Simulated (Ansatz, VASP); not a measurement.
# Two plane-wave programs on CdSe

```
CELL_PARAMETERS angstrom
0.00000 2.84295 2.84295
2.84295 0.00000 2.84295
2.84295 2.84295 0.00000
ATOMIC_POSITIONS crystal
Cd 0.00000 0.00000 0.00000
Se 0.50000 0.50000 0.50000
```

Alike in both runs: task single point; functional r2SCAN; k mesh 8 × 8 × 8; occupations fermi-dirac, width 0.02 eV; no spin polarisation.

```csv
,VASP,Ansatz
version,VASP 6.6.1,Ansatz 0.2.0
potentials or method,"VASP PAW PBE potentials, release 64 (Cd, Se)","plane waves, PAW"
plane-wave cutoff (eV),520,500
valence electrons in the cell,18,36
```

Ansatz gave:

| Item | Value |
| --- | --- |
| pressure (GPa) | 0.0 |

**Question.** Estimate VASP's values.

**Answer.** Pressure (GPa): 0.4.

The two sets of potentials don't hold the same shells in valence.

Caveats: the PAW data sets were made with another functional, which shifts forces and pressure a little (VASP).
